An electron wave in a crystal is labelled by how its phase changes from one cell to the next. *Point a*, *point b* and *point c* give that change along the three cell edges as a fraction of a full turn: 0 repeats the wave, and 0.5 or −0.5 reverses its sign. The first two edges lie in the PbO layers; the third leads from one layer to the next. *Level under 1* is the highest filled level at a point, *level over 1* the lowest empty one, and zero is the highest filled level on the whole mesh of computed points. The table shows seven of these points, called level points 1 to 7 from top to bottom.

Kohn–Sham levels of PbO (P4/nmm) at fixed geometry, computed with Quantum ESPRESSO 7.5 using PBE, PAW datasets from SSSP 1.3 efficiency and a 748 eV plane-wave cutoff, without spin polarisation or spin–orbit coupling. The k mesh is 7×7×6, with Fermi–Dirac smearing of 0.05 eV. Energies are counted from the highest filled level on the mesh.

| point a (reciprocal cell vector) | point b (reciprocal cell vector) | point c (reciprocal cell vector) | level under 4 (eV) | level under 3 (eV) | level under 2 (eV) | level under 1 (eV) | level over 1 (eV) | level over 2 (eV) |
| --- | --- | --- | --- | --- | --- | --- | --- | --- |
| 0.0000 | 0.0000 | 0.0000 | -1.638 | -1.550 | -1.550 | 0.000 | 2.403 | 5.548 |
| 0.0000 | 0.0000 | -0.5000 | -1.681 | -1.580 | -1.580 | -0.923 | 2.029 | 3.947 |
| 0.0000 | 0.2857 | 0.0000 | -2.502 | -2.069 | -1.940 | -0.361 | 3.402 | 3.665 |
| 0.0000 | 0.4286 | 0.0000 | -2.843 | -2.606 | -1.942 | -1.212 | 3.280 | 3.535 |
| 0.0000 | 0.4286 | -0.5000 | -3.121 | -2.590 | -0.996 | -0.934 | 2.741 | 3.388 |
| 0.1429 | 0.1429 | 0.0000 | -2.319 | -2.107 | -1.326 | -0.056 | 3.307 | 4.272 |
| 0.4286 | 0.4286 | 0.0000 | -1.915 | -1.505 | -1.223 | -0.956 | 1.412 | 1.505 |

## Level point 1

**Why do two filled levels coincide while the highest one stands alone?**

At level point 1, called Γ, every cell carries the same phase, so the full symmetry of the crystal decides which levels must coincide. Two filled levels lie together at −1.550 eV, and the highest stands alone at zero. The reason is the square shape of the layers. A quarter turn about the layer normal carries a p orbital along one edge (px) into one along the other (py), so the two must have equal energy.

The same argument tells what the single level is made of. It must turn into itself, apart from a sign, and among s and p orbitals only s and the upright pz do that. Symmetry thus separates orbitals lying in the layer from orbitals that can point out of it. Established chemistry adds the atoms: the top of the filled bands in this oxide is the lone pair of lead, Pb 6s mixed with O 2p and some Pb 6p.

## Level point 2

**Which filled levels feel the next layer?**

From level point 1 to level point 2, called Z, only the phase between layers changes. Pull the layers infinitely far apart, and this phase could have no effect: both rows would be identical. Any difference between them therefore measures contact between layers.

The single top level falls by 0.923 eV, the pair by only 0.030 eV. The shapes and places of the orbitals can explain this contrast. In each layer oxygen sits in the middle and lead on both outer faces, with its lone pair turned towards the neighbouring layer. Upright orbitals on lead point into the space between layers, while px and py lie along the layer and reach less far into it. If the pair lives mainly on oxygen, it also sits farther from the next layer. The energies alone do not separate these two causes. The fourth filled level also hardly moves, by 0.043 eV. The table does not show what it is made of, but even an upright orbital would feel the next layer little if it sat on oxygen, in the middle of the layer.

The direction of the shift has a meaning too. The top level is highest when the layers repeat in phase, so that arrangement is the antibonding one for this state. This fits a state whose lone pairs have opposite signs on the two faces of each layer: when the layers repeat in phase, opposite signs meet across the space between them. Reversing the sign in every second layer brings equal signs together, which makes the overlap bonding and lowers the energy.

The cell was used as supplied, and the calculation finds it under compression. If it were relaxed with the same functional, its volume would grow, and the soft spacing between layers is expected to grow with it. Wider spacing weakens the overlap, so the fall from Γ to Z should then shrink. That result need not be closer to the real crystal: the calculation has no dispersion term, and without it this functional tends to leave layers too far apart.

## Level points 3 to 5

**Does the next layer act in the same way everywhere?**

It does not. Level points 4 and 5 differ only in the phase between layers, just as Γ and Z do, but both have nearly a sign reversal along one in-plane edge. Here the highest filled level rises by 0.278 eV, where at Γ it fell.

Geometry explains why the simple coupling fades. A lead atom on the face of one layer looks at four lead atoms of the next, placed around it at the corners of a square. At Γ all four lone pairs have the same phase and their effects add. With a full sign reversal along one edge, two would oppose the other two and the sum would vanish. Near this limit a small fall would be left, so this coupling alone does not give the rise.

The next layer still matters there: the second filled level rises by 0.946 eV, about as much as the top one fell from Γ to Z. A p orbital along the edge of the sign reversal behaves in the opposite way to a lone pair. Its overlaps with the four lone pairs facing it cancel at Γ and add up near this limit. The two highest filled levels must join at the full sign reversal, and what is left of the simple coupling moves them in opposite directions. Their mean, which that coupling leaves alone, rises by 0.612 eV. Mixing between lone pairs and p orbitals lying in the layer may cause this rise, but the energies alone do not show it. The columns order levels by energy, so the highest level in one row need not continue the highest level in another.

## Level point 6

**Near the top, does a missing electron move more easily within a layer or across layers?**

The picture of a layered solid suggests the first answer. A missing electron, or hole, is light where the filled band falls steeply from its top and heavy where the band is flat. The comparison needs equal distances from Γ in the space of waves. Level point 6 lies 0.318 Å⁻¹ away, along the diagonal of the layer; Z lies 0.627 Å⁻¹ away.

The fall across layers at the shorter distance can be estimated from a chain. Let each layer have one level of energy ε, coupled with strength t to the layer above and the layer below. If the phase changes by φ per layer, the energy is

E = ε + 2t cos φ.

At Γ, φ is zero and E = ε + 2t. At Z, φ is half a turn and E = ε − 2t. The difference, 4t, is the computed fall of 0.923 eV, so t is about 0.23 eV. At an intermediate phase the fall from Γ is

0.923 eV × (1 − cos φ)/2.

The distance of level point 6 is 0.318/0.627, or about 0.51, of the way to Z. This makes φ about 91°, whose cosine is −0.02. The estimated fall across layers is 0.923 eV × 1.02/2, or about 0.47 eV. Along the diagonal within the layer, the computed fall at the same distance is only 0.056 eV.

At this distance, the band has thus fallen about eight times less along the diagonal than the chain gives across the layers. If the band really has its top at Γ, and not between the mesh points, a hole there should be lighter when it moves from layer to layer. The lone pairs offer a reason for the steep fall across the layers: they face the neighbouring layer, so the space between layers is a bridge for this state.

The chain has clear limits. Its two ends were set by Γ and Z, so they do not test it, and the cosine between them rests on two assumptions: only adjacent layers couple, and each layer brings a single level. A real layer has lone pairs on both faces, so the band may fall more slowly at first than the cosine says. The mesh has two more points between Γ and Z that would test this, but the table does not list them. At level point 3, farther out and along a cell edge, the contrast is weaker: the chain gives about twice the computed in-plane fall. Close to Γ the square symmetry makes the curvature the same in every in-plane direction, and a parabola through level point 6 would fall by 0.112 eV at the distance of level point 3, not by 0.361 eV. The band is thus far from a parabola over this range, and the factor of eight is not a ratio of hole masses. Farther out, at level point 4, the top filled level lies at −1.212 eV, lower than at Z. The in-plane flatness belongs to the neighbourhood of Γ, not to the whole band.

## Level point 7

**Where is the gap, and does light see it?**

Level point 7 lies close to the corner M, where the wave reverses sign along both in-plane edges. It holds the lowest empty level, at 1.412 eV. The highest filled level is at Γ, so the gap is indirect: its two edges belong to different waves. Among the other points listed, Z has the lowest empty level. It lies 0.617 eV higher, which makes the order of these two points clear within this calculation.

A likely reason for the deep valley is the bonding of empty Pb 6p orbitals. At Γ, the head-on and sideways overlaps of px and py with the surrounding lead atoms largely work against each other. At M, the alternating signs let px on one lead atom bond with py on all its diagonal neighbours at once. This is an argument from orbital shapes, which the energies alone do not test.

Light carries almost no momentum on this scale, so by itself it lifts an electron straight up, at one and the same point. The smallest such vertical gap on the whole mesh is 2.356 eV, which is 0.944 eV more than the indirect gap. This value too is an upper bound from the mesh: level point 7, next to M, has a vertical gap only 0.012 eV larger. Below the smallest vertical gap, absorption needs help from a lattice vibration or a defect and is therefore weak; above it, the strength depends on whether symmetry allows the transition. An optical measurement and an electrical one may thus respond to different gaps of the same material.

**What would change if the mesh contained M itself?**

The two lowest empty levels at level point 7 are 0.093 eV apart. At M they must coincide, because the symmetry of this crystal joins all levels there in pairs. On the short way to M, at least one of them therefore has to move by half that separation or more, that is by at least about 0.05 eV. Both may also move together, by an amount that the table does not give. The second decimal of the gap is thus not secure as a statement about the true band edge, and the first may change too.

The error has a known direction. A finer search through the same bands can find a lower empty level or a higher filled one, but it never loses the edges already found. The true gap of these bands is therefore 1.412 eV or less. The filled side deserves the same care: level point 6 lies so close below Γ that the real maximum may sit between mesh points.

**What would spin–orbit coupling do, and how far can the gap be trusted?**

Start again from the pair at Γ. Its px and py orbitals can be combined into two waves that circulate about the layer normal in opposite senses. Spin–orbit coupling makes the energy depend on whether the spin points along or against that circulation, so the pair splits. The splitting is small if the pair lives on oxygen and grows with the share of lead.

The single top level, made of s and pz, has no such circulation and is not split in this way. The lowest empty levels should consist mainly of Pb 6p, for which the coupling in the free atom is of the order of 1 eV. The gap need not change by as much. At M, the symmetry of the crystal keeps the levels in pairs even with the coupling, so the lowest empty pair cannot split there. It can only shift as a whole, by mixing with other levels. How far the gap moves has to be found by a calculation that includes the coupling.

This matters when the result is held against experiment. This type of functional usually gives gaps that are too small. But the choice of cell, the absent spin–orbit coupling and the motion of the atoms also enter the difference, so it should not be charged to the functional alone. The large contrasts between levels of this one run, such as the response of the lone pair and of the px, py pair to the next layer, stand on firmer ground than the gap itself.
